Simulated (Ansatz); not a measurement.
# Random displacements in TaSi2

These are results of DFT PBEsol, scalar-relativistic, plane waves, PAW (Ansatz), not measurements. The runs took a 420 eV cutoff, a Γ-centred 12×12×6 mesh and Gaussian smearing (0.15 eV). Spin–orbit coupling is left out, which can shift energies with elements as heavy as these. No spin polarisation. Energies are free energies at this smearing, counted from the undisturbed cell; pressure is positive in compression.

Reference structure (relaxed at this level; it needn't be the usual structure):

```
Ta Si
1.0
     4.76086    0.00000    0.00000
    -2.38043    4.12303    0.00000
     0.00000    0.00000    6.55578
Ta Si
3 6
Direct
  0.50000 0.00000 0.50000
  0.50000 0.50000 0.83333
  0.00000 0.50000 0.16667
  0.15927 0.31854 0.50000
  0.84073 0.15927 0.83333
  0.68146 0.84073 0.16667
  0.84073 0.68146 0.50000
  0.15927 0.84073 0.83333
  0.31854 0.15927 0.16667
```

The atoms are displaced (Å, in the unstrained cell):

| atom | ux | uy | uz |
| --- | --- | --- | --- |
| Ta1 | 0.070 | -0.116 | -0.327 |
| Ta2 | 0.047 | 0.087 | 0.257 |
| Ta3 | 0.015 | -0.037 | 0.132 |
| Si4 | -0.095 | -0.051 | 0.044 |
| Si5 | 0.143 | 0.022 | 0.039 |
| Si6 | -0.088 | 0.149 | -0.002 |
| Si7 | 0.149 | 0.196 | -0.179 |
| Si8 | -0.119 | -0.213 | 0.040 |
| Si9 | -0.124 | -0.037 | -0.003 |

Strain (Voigt, engineering shear): (0.0053, 0.0144, 0.0105, 0.0130, 0.0178, 0.0051).

Task: What are the energy change, the stress and the forces?

Result: ΔE = 419.4 meV/atom; stress (xx, yy, zz, yz, xz, xy; compression positive) (6.40, 3.82, 13.94, 1.52, -8.68, -2.10) GPa.
```tsv
atom	Fx (eV/Å)	Fy	Fz
Ta1	-1.93	1.83	8.22
Ta2	-1.40	-1.39	-3.90
Ta3	0.19	0.29	-3.02
Si4	1.75	0.82	0.60
Si5	-1.28	-0.33	-0.29
Si6	1.94	-2.22	-3.30
Si7	-2.44	-0.95	2.45
Si8	2.23	1.60	-0.73
Si9	0.92	0.35	-0.04
```

Cost: 1 run of about 3.7 core-minutes, on Arm Neoverse V2 (shared hosts).